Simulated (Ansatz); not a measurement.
**NaF: the band gap up the ladder of functionals**

An exercise on one series of results from a longer session: the logs are not shown, and one member is left open.

Program: Ansatz 0.2.0. PAW datasets, plane waves. (Simulation; spin polarisation is off.)

### The cell

The cell was relaxed beforehand with r2SCAN.

Space group Fm-3m (No. 225), cubic; conventional cell a = 4.594 Å, 12.12 Å³ an atom. Na has 6 F at 2.30 Å; F has 6 Na at 2.30 Å.

As a file:

```cif
data_structure
_symmetry_space_group_name_H-M 'Fm-3m'
_symmetry_Int_Tables_number 225
_cell_length_a 4.5945
_cell_length_b 4.5945
_cell_length_c 4.5945
_cell_angle_alpha 90.000
_cell_angle_beta 90.000
_cell_angle_gamma 90.000
_cell_volume 96.99
loop_
_atom_site_label
_atom_site_type_symbol
_atom_site_symmetry_multiplicity
_atom_site_Wyckoff_symbol
_atom_site_fract_x
_atom_site_fract_y
_atom_site_fract_z
_atom_site_occupancy
Na1 Na 4 a 0.00000 0.00000 0.00000 1
F1 F 4 b 0.50000 0.00000 0.00000 1
```

The first run:

input.yaml

```yaml
crystal:
  lattice:
    - [0.0, 2.2972417895, 2.2972417895]
    - [2.2972417895, 0.0, 2.2972417895]
    - [2.2972417895, 2.2972417895, 0.0]
  atoms:
    - { symbol: Na, position: [0.0, 0.0, 0.0] }
    - { symbol: F, position: [0.5, 0.5, 0.5] }
kpoints:
  mp_grid: { grid: [10, 10, 10] }
  band_path:
    path:
      - [[0.0, 0.0, 0.0], [0.5, -2.495293949172e-34, 0.5], [0.625, 0.25, 0.625]]
      - [[0.375, 0.375, 0.75], [0.0, 0.0, 0.0], [0.5, 0.5, 0.5], [0.5, 0.25, 0.75], [0.5, -2.495293949172e-34, 0.5]]
    npoints: 10
hamiltonian:
  xc: pbe
scf:
  occupations: { method: fermi_dirac, width: 0.02 }
  n_extra_bands: 4
output:
  forces: true
  stress: true
  eigenvalues: true
  write_density: true
  write_potential: true
  elf: true
  volumetric_format: npy
```

Run with:

```bash
$ ansatz run input.yaml --threads 2 --pin off --max-ram 2211MiB --backend cpu --events-out ev --progress --plain --runs-dir out
```

Among the steps run: Band structure with PBE; r2SCAN; HSE06 at the same geometry; Single point with PBE0; LDA; Quasiparticle levels, G0W0@PBE; One-shot GW from PBE; DDH-PBE0 at the same geometry; r2SCAN0 at the same geometry; Single point with Hartree-Fock.

One table of the session follows, with a row left open; its other results are not shown here.

| level | gap (eV) |
| --- | --- |
| PBE | ? |
| r2SCAN | 7.28 |
| HSE06 | 8.63 |
| PBE0 | 9.40 |
| LDA | 6.11 |
| G0W0@PBE (72 empty bands) | 10.53 |
| G0W0@PBE (179 empty bands) | 10.76 |
| DDH-PBE0 | 12.83 |
| r2SCAN0 | 9.92 |
| Hartree-Fock | 18.58 |

Q: Estimate the row for PBE from the others.

The run gave: gap (eV): 6.46. In the column «gap (eV)» it lies between LDA (6.11) and r2SCAN (7.28).

Meshes: PBE 10×10×10, r2SCAN 10×10×10, HSE06 6×6×6, PBE0 6×6×6, LDA 10×10×10, DDH-PBE0 6×6×6, r2SCAN0 6×6×6, Hartree-Fock 6×6×6

LDA gives the least gap, 6.11 eV, and Hartree-Fock the largest, 18.58 eV. Against G0W0@PBE, PBE is short by 4.30 eV, at 60 % of it, and r2SCAN 68 %. PBE0 lies 0.77 eV above HSE06, which differs from it by screening the long-range exchange. Hartree-Fock lies above G0W0@PBE by 7.8 eV. The G0W0 figures hold for the stated bands, cutoff and mesh and aren't extrapolated.

To keep in mind: Warnings in the runs' records: stress exchange threshold loose, stress scf threshold loose.
